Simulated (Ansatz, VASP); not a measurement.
## One calculation of CdS, two programs

```xyz
4
Lattice="4.0789 0.0000 0.0000 -2.0395 3.5324 0.0000 0.0000 0.0000 6.6578" Properties=species:S:1:pos:R:3 pbc="T T T"
Cd    0.0000    2.3550    0.0000
Cd    2.0395    1.1775    3.3289
S     0.0000    2.3550    2.5632
S     2.0395    1.1775    5.8921
```

Change from the starting cell: volume scaled by 0.96.

Alike in both runs: task single point; functional LDA; k mesh 8 × 8 × 4; occupations fermi-dirac, width 0.02 eV; no spin polarisation.

|  | VASP | Ansatz |
| --- | --- | --- |
| version | VASP 6.6.1 | Ansatz 0.2.0 |
| potentials or method | VASP PAW LDA potentials, release 64 (Cd, S), cutoff 520 eV | all-electron LAPW, scalar-relativistic |

VASP gave:

```
gap on the k mesh at the Fermi level (eV)       : 1.06
pressure (GPa)                                  : 0.3
largest component of the traceless stress (GPa) : 1.66
rms of the force components (eV/Å)              : 0.168
```

Q: Which values does Ansatz return?

A: gap on the k mesh at the Fermi level (eV): 1.03; pressure (GPa): -0.2; largest component of the traceless stress (GPa): 1.58; rms of the force components (eV/Å): 0.161.

Atom by atom the forces differ by 0.007 eV/Å (rms over components). Ansatz ran all-electron here, so the differences hold the error of VASP's frozen core and of both bases.
